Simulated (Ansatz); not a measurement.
## Zone-centre phonons of Ge at 18 GPa: input and output

All numbers below come from DFT PBEsol, scalar-relativistic, plane waves, PAW in Ansatz 0.2.0.

Launched with:
```bash
ansatz run input.yaml --threads 1 --pin off --max-ram 3072MiB --backend cpu --events-out ev --progress --plain --runs-dir out
```

Input (bare energies are in eV):
```yaml
crystal:
  lattice:
    - [0.0, 2.676252587, 2.676252587]
    - [2.676252587, 0.0, 2.676252587]
    - [2.676252587, 2.676252587, 0.0]
  atoms:
    - { symbol: Ge, position: [0.5, 0.5, 0.5] }
    - { symbol: Ge, position: [0.75, 0.75, 0.75] }
basis:
  ecutwfc: 420
kpoints:
  mp_grid: { grid: [12, 12, 12] }
hamiltonian:
  xc: pbesol
scf:
  occupations: { method: gaussian, width: 0.01 }
output:
  eigenvalues: true
phonons:
  method: dfpt
  eigenvectors: true
```

The end of the output:
```
--- Phonons (Γ-DFPT): 1 representative perturbation + reference, on 163 of 1728 k-points (Σ response iterations 3) ---
  k mesh reduced under 8 symmetry operations, with k and −k counted as one. Each operation leaves every solved displacement unchanged or reverses it
  ASR residual: 5.243e-5 → 0.000e0 eV/Å²; symmetrization residual: 1.062e-12 eV/Å²
  ASR residual per site (eV/Å²): 5.24e-5 5.24e-5
  Γ frequencies (cm⁻¹): 0.00 0.00 0.00 347.09 347.09 347.09
  non-analytic LO–TO correction: not included (Born effective charges unavailable; polar crystals: no LO–TO splitting at Γ)
```

It took 53 s on 1 thread of AMD EPYC 7571, with other jobs on the host, peak memory 0.72 GiB.

The real crystal has changed phase below this pressure. The bands were filled as in an insulator; under compression the gap may have closed between mesh points.